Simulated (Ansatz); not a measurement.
# Zinc, fcc under BLYP: ground state and equation of state, part 2 of 2

Aim: take zinc in the fcc structure, relax it, solve it on a dense k-mesh, then scale the cell to 7 volumes from 88 to 112 % of the relaxed one and try a fit of the equation of state. Spin polarisation is left out. The k-meshes are 14×14×14 for the relaxation; 22×22×22 for the dense run; 15×15×15 for the volumes.

Ansatz 0.2.0; DFT, BLYP, plane waves (420 eV) with PAW, scalar-relativistic. Earlier steps stand in the parts before.

### 3 Single point on a dense mesh

This is Zn in the fcc structure; at room conditions it is hcp.

input.yaml

```yaml
crystal:
  lattice:
    - [0.0, 2.031272469, 2.031272469]
    - [2.031272469, 0.0, 2.031272469]
    - [2.031272469, 2.031272469, 0.0]
  atoms:
    - { symbol: Zn, position: [0.0, 0.0, 0.0] }
hamiltonian:
  xc: blyp
  pseudopotentials:
    kind: paw
    azcp:
      Zn: "pseudopotentials/Zn.paw.azcp"
basis:
  ecutwfc: 420
  fft_grid_basis: typed
kpoints:
  mp_grid: { grid: [22, 22, 22], shift: [0, 0, 0] }
magnetization:
  spin_polarized: false
scf:
  occupations: { method: fermi_dirac, width: 0.1 }
output:
  write_density: true
  write_potential: true
  elf: true
  volumetric_format: npy
```

Run with:

```
ansatz run input.yaml --threads 2 --pin off --max-ram 5120MiB --backend cpu --events-out ev --progress --plain --runs-dir out
```

Standard output (excerpt; [...] marks lines left out):

```text
Warning: RAYON_NUM_THREADS=2 ignored (pool sized by the plan → 2); use --threads N
[...]
Pseudopotentials: kind: paw
Pseudopotential: Zn, paw, valence charge 12, recommended cutoff 420 eV (normal), <dir>
Functional definition: BLYP
[...]
Crystal: 1 atoms, lattice volume = 16.762 Å³
Basis set: ecut = 420 eV, 331 PW (Γ), exchange–correlation on 40×40×40 points (8 copies of the dense FFT grid, shifted against one another)
Bands: 10, of which v1, the nominal top of the filled ones, is band 6 counted from 1 (5 counted from 0)
Symmetry: 48 space group operations
Space group: Fm-3m (ITA 225), of the structure as read, at distance tolerance 2.6e-5 Å
k-points: 328 of 10648
[...]
SCF iter   1: F=—  HF=-3328.405524 eV  |F-HF|=—  |Δ(HF+E_count)|=         —  Δρ=6.73e-3  dr2=8.12e-3  ethr=1.77e-3  ⟨swp⟩=4.8  Hψ=21026  notcnv=0
[...]
SCF iter   6: F=-3328.405183 eV  HF=-3328.405183 eV  |F-HF|=1.03e-7  |Δ(HF+E_count)|=   1.65e-6  Δρ=3.14e-5  dr2=9.81e-8  ethr=8.33e-10  ⟨swp⟩=1.8  Hψ=10967  notcnv=0
[...]
SCF converged after 6 iterations
Free energy (F): -3328.405183 eV
[...]
E sigma→0 (E₀):  -3328.399400 eV
Entropy (-TS):   -0.011565 eV (-11.565 meV/atom)
Fermi energy:    10.003406 eV
[...]
--- Band table (eV; the first three rows and the last of 328) ---
  k-point 0: bands = ["0.4940", "2.5257", "2.5257", "2.5257", "2.8372", "2.8372", "26.6678", "26.6678", "26.6678", "28.2820"]
[...]
```

Wall time 2.1 s (2 threads of Arm Neoverse V1, shared host); peak memory 0.29 GiB.

Axes a, b and c in the maps are those of this run's conventional cell (a, b, c = 4.063, 4.063, 4.063 Å).

Density in a lattice plane of the grid's cell (edges 4.06 and 4.06 Å, at 0.000 of the third edge), which holds Zn.

Values in e/Å³, 12 rows by 12 columns:
```
14.46  5.28  0.95  0.27  0.13  0.09  0.08  0.09  0.13  0.27  0.94  5.24
 1.53  0.95  0.40  0.20  0.14  0.13  0.13  0.13  0.14  0.20  0.41  0.94
 0.32  0.27  0.20  0.17  0.20  0.27  0.32  0.27  0.20  0.17  0.20  0.27
 0.13  0.13  0.14  0.20  0.40  0.95  1.53  0.94  0.41  0.20  0.14  0.13
 0.08  0.09  0.13  0.27  0.95  5.28 14.46  5.24  0.94  0.27  0.13  0.09
 0.08  0.08  0.13  0.32  1.53 14.46 45.81 14.46  1.53  0.32  0.13  0.08
 0.08  0.09  0.13  0.27  0.94  5.24 14.46  5.28  0.95  0.27  0.13  0.09
 0.13  0.13  0.14  0.20  0.41  0.94  1.53  0.95  0.40  0.20  0.14  0.13
 0.32  0.27  0.20  0.17  0.20  0.27  0.32  0.27  0.20  0.17  0.20  0.27
 1.53  0.94  0.41  0.20  0.14  0.13  0.13  0.13  0.14  0.20  0.40  0.95
14.46  5.24  0.94  0.27  0.13  0.09  0.08  0.09  0.13  0.27  0.95  5.28
45.81 14.46  1.53  0.32  0.13  0.08  0.08  0.08  0.13  0.32  1.53 14.46
```
Columns run along the first of these edges and rows up along the second, over one cell in 12 and 12 even steps from the bottom left corner. Atoms in the plane (fractional): Zn at (0.00, 0.00), Zn at (0.50, 0.50).

ELF in the same plane.

Ten even steps from ' ' (0.00) to '@' (0.27):
```
      ::++####%%%%##++++==++++##%%%%####++::    
    ..==**##%%%%%%##**********##%%%%%%##**==..  
----++**##%%%%@@@@%%%%######%%%%@@@@%%%%##**++--
**####%%%%%%@@@@@@%%%%%%##%%%%%%@@@@@@%%%%%%####
####%%%%%%@@@@@@%%%%%%######%%%%%%@@@@@@%%%%%%##
##%%%%%%@@@@@@%%%%%%####**####%%%%%%@@@@@@%%%%%%
####%%%%@@@@%%%%##**++------++**##%%%%@@@@%%%%##
******##%%%%%%##**==..      ..==**##%%%%%%##****
==++++##%%%%####++::          ::++####%%%%##++++
====++##########==..          ..==##########++==
==++++##%%%%####++::          ::++####%%%%##++++
******##%%%%%%##**==..      ..==**##%%%%%%##****
####%%%%@@@@%%%%##**++------++**##%%%%@@@@%%%%##
##%%%%%%@@@@@@%%%%%%####**####%%%%%%@@@@@@%%%%%%
####%%%%%%@@@@@@%%%%%%######%%%%%%@@@@@@%%%%%%##
**####%%%%%%@@@@@@%%%%%%##%%%%%%@@@@@@%%%%%%####
----++**##%%%%@@@@%%%%######%%%%@@@@%%%%##**++--
    ..==**##%%%%%%##**********##%%%%%%##**==..  
      ::++####%%%%##++++==++++##%%%%####++::    
      ..==##########++======++##########==..    
```
Columns run along the first of these edges and rows up along the second, over one cell in 24 and 20 even steps from the bottom left corner. Atoms in the plane (fractional): Zn at (0.00, 0.00), Zn at (0.50, 0.50).

Both are smooth fields of the valence electrons: close to the nuclei they are not physical.

### 4 The cell scaled to 88 % of its volume

input.yaml

```yaml
crystal:
  lattice:
    - [0.0, 1.9465358486, 1.9465358486]
    - [1.9465358486, 0.0, 1.9465358486]
    - [1.9465358486, 1.9465358486, 0.0]
  atoms:
    - { symbol: Zn, position: [0.0, 0.0, 0.0] }
hamiltonian:
  xc: blyp
  pseudopotentials:
    kind: paw
    azcp:
      Zn: "pseudopotentials/Zn.paw.azcp"
basis:
  ecutwfc: 420
  fft_grid_basis: typed
kpoints:
  mp_grid: { grid: [15, 15, 15], shift: [0, 0, 0] }
magnetization:
  spin_polarized: false
scf:
  occupations: { method: fermi_dirac, width: 0.1 }
  lower_state_search: "off"
output:
  stress: true
  write_density: true
  write_potential: true
  elf: true
  volumetric_format: npy
```

Run with:

```
ansatz run input.yaml --threads 2 --pin off --max-ram 5120MiB --backend cpu --events-out ev --progress --plain --runs-dir out
```

Standard output (excerpt; [...] marks lines left out):

```text
Warning: RAYON_NUM_THREADS=2 ignored (pool sized by the plan → 2); use --threads N
[...]
[... 3 set-up lines as earlier in the session ...]
[...]
Crystal: 1 atoms, lattice volume = 14.751 Å³
Basis set: ecut = 420 eV, 283 PW (Γ), exchange–correlation on 40×40×40 points (8 copies of the dense FFT grid, shifted against one another)
Bands: 10, of which v1, the nominal top of the filled ones, is band 6 counted from 1 (5 counted from 0)
[... 2 set-up lines as earlier in the session ...]
k-points: 120 of 3375
[...]
SCF iter   1: F=—  HF=-3328.358260 eV  |F-HF|=—  |Δ(HF+E_count)|=         —  Δρ=6.61e-3  dr2=6.31e-3  ethr=1.77e-3  ⟨swp⟩=4.9  Hψ=7657  notcnv=0
[...]
SCF iter   6: F=-3328.358049 eV  HF=-3328.358049 eV  |F-HF|=8.55e-11  |Δ(HF+E_count)|=   5.15e-7  Δρ=2.56e-6  dr2=4.62e-10  ethr=8.33e-10  ⟨swp⟩=6.0  Hψ=6910  notcnv=0
[...]
SCF converged after 6 iterations
Free energy (F): -3328.358049 eV
[...]
E sigma→0 (E₀):  -3328.353005 eV
Entropy (-TS):   -0.010087 eV (-10.087 meV/atom)
Fermi energy:    11.885925 eV
[...]
--- Stress (GPa, compression-positive) ---
        8.308254      -0.000000       0.000000
       -0.000000       8.308254      -0.000000
        0.000000      -0.000000       8.308254
  P = ⅓ Tr σ = 8.3083 GPa (83.083 kbar)
--- Band table (eV; the first three rows and the last of 120) ---
  k-point 0: bands = ["1.3803", "4.0788", "4.0788", "4.0788", "4.4769", "4.4769", "30.2880", "30.2880", "30.2880", "30.9864"]
[...]
```

Wall time 1.4 s (2 threads of Arm Neoverse V1, shared host); peak memory 0.26 GiB.

### 5 The cell scaled to 92 % of its volume

Changes to input.yaml since step 4:

```diff
@@ -2,5 +2,5 @@
   lattice:
-    - [0.0, 1.9465358486, 1.9465358486]
-    - [1.9465358486, 0.0, 1.9465358486]
-    - [1.9465358486, 1.9465358486, 0.0]
+    - [0.0, 1.9755929064, 1.9755929064]
+    - [1.9755929064, 0.0, 1.9755929064]
+    - [1.9755929064, 1.9755929064, 0.0]
   atoms:
@@ -25,5 +25 @@
   stress: true
-  write_density: true
-  write_potential: true
-  elf: true
-  volumetric_format: npy
```

Run with:

```
ansatz run input.yaml --threads 2 --pin off --max-ram 5120MiB --backend cpu --events-out ev --progress --plain --runs-dir out
```

Standard output (excerpt; [...] marks lines left out):

```text
Warning: RAYON_NUM_THREADS=2 ignored (pool sized by the plan → 2); use --threads N
[...]
[... 3 set-up lines as earlier in the session ...]
[...]
Crystal: 1 atoms, lattice volume = 15.421 Å³
Basis set: ecut = 420 eV, 307 PW (Γ), exchange–correlation on 40×40×40 points (8 copies of the dense FFT grid, shifted against one another)
Bands: 10, of which v1, the nominal top of the filled ones, is band 6 counted from 1 (5 counted from 0)
[... 2 set-up lines as earlier in the session ...]
k-points: 120 of 3375
[...]
SCF iter   1: F=—  HF=-3328.385494 eV  |F-HF|=—  |Δ(HF+E_count)|=         —  Δρ=6.71e-3  dr2=6.99e-3  ethr=1.77e-3  ⟨swp⟩=4.7  Hψ=7640  notcnv=0
[...]
SCF iter   6: F=-3328.385254 eV  HF=-3328.385254 eV  |F-HF|=8.23e-9  |Δ(HF+E_count)|=   1.36e-6  Δρ=1.04e-5  dr2=9.33e-9  ethr=8.33e-10  ⟨swp⟩=3.6  Hψ=5062  notcnv=0
[...]
SCF converged after 6 iterations
Free energy (F): -3328.385254 eV
[...]
E sigma→0 (E₀):  -3328.379954 eV
Entropy (-TS):   -0.010601 eV (-10.601 meV/atom)
Fermi energy:    11.190859 eV
[...]
--- Stress (GPa, compression-positive) ---
        4.839501      -0.000000      -0.000000
       -0.000000       4.839501      -0.000000
        0.000000       0.000000       4.839501
  P = ⅓ Tr σ = 4.8395 GPa (48.395 kbar)
```

Run time: 0.75 s. Hardware: 2 threads of Arm Neoverse V1, shared host; peak memory 0.25 GiB.

### 6 The cell scaled to 96 % of its volume

Changes to input.yaml since step 5:

```diff
@@ -2,5 +2,5 @@
   lattice:
-    - [0.0, 1.9755929064, 1.9755929064]
-    - [1.9755929064, 0.0, 1.9755929064]
-    - [1.9755929064, 1.9755929064, 0.0]
+    - [0.0, 2.0038194757, 2.0038194757]
+    - [2.0038194757, 0.0, 2.0038194757]
+    - [2.0038194757, 2.0038194757, 0.0]
   atoms:
@@ -25 +25,5 @@
   stress: true
+  write_density: true
+  write_potential: true
+  elf: true
+  volumetric_format: npy
```

Run with:

```
ansatz run input.yaml --threads 2 --pin off --max-ram 5120MiB --backend cpu --events-out ev --progress --plain --runs-dir out
```

Standard output (excerpt; [...] marks lines left out):

```text
Warning: RAYON_NUM_THREADS=2 ignored (pool sized by the plan → 2); use --threads N
[...]
[... 3 set-up lines as earlier in the session ...]
[...]
Crystal: 1 atoms, lattice volume = 16.092 Å³
Basis set: ecut = 420 eV, 331 PW (Γ), exchange–correlation on 40×40×40 points (8 copies of the dense FFT grid, shifted against one another)
Bands: 10, of which v1, the nominal top of the filled ones, is band 6 counted from 1 (5 counted from 0)
[... 2 set-up lines as earlier in the session ...]
k-points: 120 of 3375
[...]
SCF iter   1: F=—  HF=-3328.400017 eV  |F-HF|=—  |Δ(HF+E_count)|=         —  Δρ=6.74e-3  dr2=7.56e-3  ethr=1.77e-3  ⟨swp⟩=4.8  Hψ=7664  notcnv=0
[...]
SCF iter   6: F=-3328.399736 eV  HF=-3328.399736 eV  |F-HF|=3.50e-8  |Δ(HF+E_count)|=   1.46e-6  Δρ=1.95e-5  dr2=3.55e-8  ethr=8.33e-10  ⟨swp⟩=6.1  Hψ=6895  notcnv=0
[...]
SCF converged after 6 iterations
Free energy (F): -3328.399736 eV
[...]
E sigma→0 (E₀):  -3328.394182 eV
Entropy (-TS):   -0.011107 eV (-11.107 meV/atom)
Fermi energy:    10.560207 eV
[...]
--- Stress (GPa, compression-positive) ---
        2.202657      -0.000000      -0.000000
       -0.000000       2.202657       0.000000
       -0.000000      -0.000000       2.202657
  P = ⅓ Tr σ = 2.2027 GPa (22.027 kbar)
--- Band table (eV; the first three rows and the last of 120) ---
  k-point 0: bands = ["0.7621", "3.0028", "3.0028", "3.0028", "3.3399", "3.3399", "27.7848", "27.7848", "27.7848", "29.1189"]
[...]
```

It took 1 s on 2 threads of Arm Neoverse V1, shared host; peak memory 0.27 GiB.

### 7 The cell scaled to 100 % of its volume

Changes to input.yaml since step 6:

```diff
@@ -2,5 +2,5 @@
   lattice:
-    - [0.0, 2.0038194757, 2.0038194757]
-    - [2.0038194757, 0.0, 2.0038194757]
-    - [2.0038194757, 2.0038194757, 0.0]
+    - [0.0, 2.031272469, 2.031272469]
+    - [2.031272469, 0.0, 2.031272469]
+    - [2.031272469, 2.031272469, 0.0]
   atoms:
@@ -25,5 +25 @@
   stress: true
-  write_density: true
-  write_potential: true
-  elf: true
-  volumetric_format: npy
```

Run with:

```
ansatz run input.yaml --threads 2 --pin off --max-ram 5120MiB --backend cpu --events-out ev --progress --plain --runs-dir out
```

Standard output (excerpt; [...] marks lines left out):

```text
Warning: RAYON_NUM_THREADS=2 ignored (pool sized by the plan → 2); use --threads N
[...]
[... 3 set-up lines as earlier in the session ...]
[...]
Crystal: 1 atoms, lattice volume = 16.762 Å³
Basis set: ecut = 420 eV, 331 PW (Γ), exchange–correlation on 40×40×40 points (8 copies of the dense FFT grid, shifted against one another)
Bands: 10, of which v1, the nominal top of the filled ones, is band 6 counted from 1 (5 counted from 0)
[... 2 set-up lines as earlier in the session ...]
k-points: 120 of 3375
[...]
SCF iter   1: F=—  HF=-3328.404924 eV  |F-HF|=—  |Δ(HF+E_count)|=         —  Δρ=6.75e-3  dr2=8.18e-3  ethr=1.77e-3  ⟨swp⟩=4.8  Hψ=7659  notcnv=0
[...]
SCF iter   7: F=-3328.404571 eV  HF=-3328.404571 eV  |F-HF|=6.81e-10  |Δ(HF+E_count)|=   4.21e-8  Δρ=2.90e-6  dr2=8.08e-10  ethr=8.33e-10  ⟨swp⟩=4.0  Hψ=3815  notcnv=0
[...]
SCF converged after 7 iterations
Free energy (F): -3328.404571 eV
[...]
E sigma→0 (E₀):  -3328.398831 eV
Entropy (-TS):   -0.011479 eV (-11.479 meV/atom)
Fermi energy:    9.985651 eV
[...]
--- Stress (GPa, compression-positive) ---
        0.201036      -0.000000      -0.000000
       -0.000000       0.201036       0.000000
       -0.000000       0.000000       0.201036
  P = ⅓ Tr σ = 0.2010 GPa (2.010 kbar)
```

Run time: 0.8 s. Hardware: 2 threads of Arm Neoverse V1, shared host; peak memory 0.25 GiB.

### 8 The cell scaled to 104 % of its volume

Changes to input.yaml since step 7:

```diff
@@ -2,5 +2,5 @@
   lattice:
-    - [0.0, 2.031272469, 2.031272469]
-    - [2.031272469, 0.0, 2.031272469]
-    - [2.031272469, 2.031272469, 0.0]
+    - [0.0, 2.0580028037, 2.0580028037]
+    - [2.0580028037, 0.0, 2.0580028037]
+    - [2.0580028037, 2.0580028037, 0.0]
   atoms:
@@ -25 +25,5 @@
   stress: true
+  write_density: true
+  write_potential: true
+  elf: true
+  volumetric_format: npy
```

Run with:

```
ansatz run input.yaml --threads 2 --pin off --max-ram 5120MiB --backend cpu --events-out ev --progress --plain --runs-dir out
```

Standard output (excerpt; [...] marks lines left out):

```text
Warning: RAYON_NUM_THREADS=2 ignored (pool sized by the plan → 2); use --threads N
[...]
[... 3 set-up lines as earlier in the session ...]
[...]
Crystal: 1 atoms, lattice volume = 17.433 Å³
Basis set: ecut = 420 eV, 331 PW (Γ), exchange–correlation on 40×40×40 points (8 copies of the dense FFT grid, shifted against one another)
Bands: 10, of which v1, the nominal top of the filled ones, is band 6 counted from 1 (5 counted from 0)
[... 2 set-up lines as earlier in the session ...]
k-points: 120 of 3375
[...]
SCF iter   1: F=—  HF=-3328.402424 eV  |F-HF|=—  |Δ(HF+E_count)|=         —  Δρ=6.63e-3  dr2=8.39e-3  ethr=1.77e-3  ⟨swp⟩=5.0  Hψ=7745  notcnv=0
[...]
SCF iter   7: F=-3328.402089 eV  HF=-3328.402089 eV  |F-HF|=1.13e-9  |Δ(HF+E_count)|=   6.07e-8  Δρ=3.69e-6  dr2=1.37e-9  ethr=8.33e-10  ⟨swp⟩=7.4  Hψ=6369  notcnv=0
[...]
SCF converged after 7 iterations
Free energy (F): -3328.402089 eV
[...]
E sigma→0 (E₀):  -3328.396250 eV
Entropy (-TS):   -0.011677 eV (-11.677 meV/atom)
Fermi energy:    9.459331 eV
[...]
--- Stress (GPa, compression-positive) ---
       -1.321985      -0.000000      -0.000000
       -0.000000      -1.321985       0.000000
       -0.000000       0.000000      -1.321985
  P = ⅓ Tr σ = -1.3220 GPa (-13.220 kbar)
--- Band table (eV; the first three rows and the last of 120) ---
  k-point 0: bands = ["0.2487", "2.0814", "2.0814", "2.0814", "2.3697", "2.3697", "25.6283", "25.6283", "25.6283", "27.5013"]
[...]
```

Wall time 1.1 s (2 threads of Arm Neoverse V1, shared host); peak memory 0.26 GiB.

### 9 The cell scaled to 108 % of its volume

Changes to input.yaml since step 8:

```diff
@@ -2,5 +2,5 @@
   lattice:
-    - [0.0, 2.0580028037, 2.0580028037]
-    - [2.0580028037, 0.0, 2.0580028037]
-    - [2.0580028037, 2.0580028037, 0.0]
+    - [0.0, 2.0840562379, 2.0840562379]
+    - [2.0840562379, 0.0, 2.0840562379]
+    - [2.0840562379, 2.0840562379, 0.0]
   atoms:
@@ -25,5 +25 @@
   stress: true
-  write_density: true
-  write_potential: true
-  elf: true
-  volumetric_format: npy
```

Run with:

```
ansatz run input.yaml --threads 2 --pin off --max-ram 5120MiB --backend cpu --events-out ev --progress --plain --runs-dir out
```

Standard output (excerpt; [...] marks lines left out):

```text
Warning: RAYON_NUM_THREADS=2 ignored (pool sized by the plan → 2); use --threads N
[...]
[... 3 set-up lines as earlier in the session ...]
[...]
Crystal: 1 atoms, lattice volume = 18.103 Å³
Basis set: ecut = 420 eV, 339 PW (Γ), exchange–correlation on 40×40×40 points (8 copies of the dense FFT grid, shifted against one another)
Bands: 10, of which v1, the nominal top of the filled ones, is band 6 counted from 1 (5 counted from 0)
[... 2 set-up lines as earlier in the session ...]
k-points: 120 of 3375
[...]
SCF iter   1: F=—  HF=-3328.394330 eV  |F-HF|=—  |Δ(HF+E_count)|=         —  Δρ=6.45e-3  dr2=8.36e-3  ethr=1.77e-3  ⟨swp⟩=5.0  Hψ=7743  notcnv=0
[...]
SCF iter   7: F=-3328.394044 eV  HF=-3328.394044 eV  |F-HF|=1.36e-9  |Δ(HF+E_count)|=   7.62e-8  Δρ=3.54e-6  dr2=1.28e-9  ethr=8.33e-10  ⟨swp⟩=4.4  Hψ=3966  notcnv=0
[...]
SCF converged after 7 iterations
Free energy (F): -3328.394044 eV
[...]
E sigma→0 (E₀):  -3328.388158 eV
Entropy (-TS):   -0.011773 eV (-11.773 meV/atom)
Fermi energy:    8.974500 eV
[...]
--- Stress (GPa, compression-positive) ---
       -2.459154      -0.000000       0.000000
        0.000000      -2.459154       0.000000
        0.000000      -0.000000      -2.459154
  P = ⅓ Tr σ = -2.4592 GPa (-24.592 kbar)
```

Run time: 0.92 s. Hardware: 2 threads of Arm Neoverse V1, shared host; peak memory 0.27 GiB.

### 10 The cell scaled to 112 % of its volume

Changes to input.yaml since step 9:

```diff
@@ -2,5 +2,5 @@
   lattice:
-    - [0.0, 2.0840562379, 2.0840562379]
-    - [2.0840562379, 0.0, 2.0840562379]
-    - [2.0840562379, 2.0840562379, 0.0]
+    - [0.0, 2.1094740629, 2.1094740629]
+    - [2.1094740629, 0.0, 2.1094740629]
+    - [2.1094740629, 2.1094740629, 0.0]
   atoms:
```

Run with:

```
ansatz run input.yaml --threads 2 --pin off --max-ram 5120MiB --backend cpu --events-out ev --progress --plain --runs-dir out
```

Standard output (excerpt; [...] marks lines left out):

```text
Warning: RAYON_NUM_THREADS=2 ignored (pool sized by the plan → 2); use --threads N
[...]
[... 3 set-up lines as earlier in the session ...]
[...]
Crystal: 1 atoms, lattice volume = 18.774 Å³
Basis set: ecut = 420 eV, 339 PW (Γ), exchange–correlation on 40×40×40 points (8 copies of the dense FFT grid, shifted against one another)
Bands: 10, of which v1, the nominal top of the filled ones, is band 6 counted from 1 (5 counted from 0)
[... 1 set-up line as earlier in the session ...]
Space group: Fm-3m (ITA 225), of the structure as read, at distance tolerance 2.7e-5 Å
k-points: 120 of 3375
[...]
SCF iter   1: F=—  HF=-3328.382131 eV  |F-HF|=—  |Δ(HF+E_count)|=         —  Δρ=6.27e-3  dr2=8.28e-3  ethr=1.77e-3  ⟨swp⟩=5.1  Hψ=7734  notcnv=0
[...]
SCF iter   7: F=-3328.381929 eV  HF=-3328.381929 eV  |F-HF|=9.59e-10  |Δ(HF+E_count)|=   7.06e-8  Δρ=2.91e-6  dr2=8.56e-10  ethr=8.33e-10  ⟨swp⟩=4.3  Hψ=3892  notcnv=0
[...]
SCF converged after 7 iterations
Free energy (F): -3328.381929 eV
[...]
E sigma→0 (E₀):  -3328.376013 eV
Entropy (-TS):   -0.011832 eV (-11.832 meV/atom)
Fermi energy:    8.526013 eV
[...]
--- Stress (GPa, compression-positive) ---
       -3.282844       0.000000      -0.000000
        0.000000      -3.282844      -0.000000
        0.000000      -0.000000      -3.282844
  P = ⅓ Tr σ = -3.2828 GPa (-32.828 kbar)
```

It took 0.92 s on 2 threads of Arm Neoverse V1, shared host; peak memory 0.24 GiB.

### 11 Fitting the volumes

The cell was scaled evenly, with its shape and the fractional positions fixed.

| V (Å³/atom) | E − E₀ (meV/atom) | P from the stress (GPa) | P from the fit (GPa) |
| --- | --- | --- | --- |
| 14.751 | 45.9 | 8.31 | 8.25 |
| 15.421 | 18.9 | 4.84 | 4.78 |
| 16.092 | 4.7 | 2.20 | 2.15 |
| 16.762 | 0.0 | 0.20 | 0.16 |
| 17.433 | 2.6 | -1.32 | -1.34 |
| 18.103 | 10.7 | -2.46 | -2.46 |
| 18.774 | 22.9 | -3.28 | -3.30 |

Fit (Birch-Murnaghan, third order): V₀ = 16.826 Å³/atom, B₀ = 42 GPa, B₀′ = 6.1, largest residual 0.02 meV/atom.

### 12 Outcome

This closing draws on all 2 parts.

```
                      quantity                         value
space group (spins left aside)               Fm-3m (No. 225)
             conventional cell                   a = 4.063 Å
                        volume                16.762 Å³/atom
             shortest distance                       2.873 Å
               gap on the mesh  none (levels filled in part)
               relative to hcp                  +55 meV/atom
                   V₀, B₀, B₀′   16.826 Å³/atom, 42 GPa, 6.1
```

From the guessed start the volume grew by 10.2 % in 7 steps. Against the reference form of zinc (hcp, computed apart with the same settings) it stands 55 meV/atom higher. No gap shows: it is a metal or semimetal at this level. B₀ comes out at 42 GPa. The symmetry was held, so the structure may be unstable against distortions that break it.
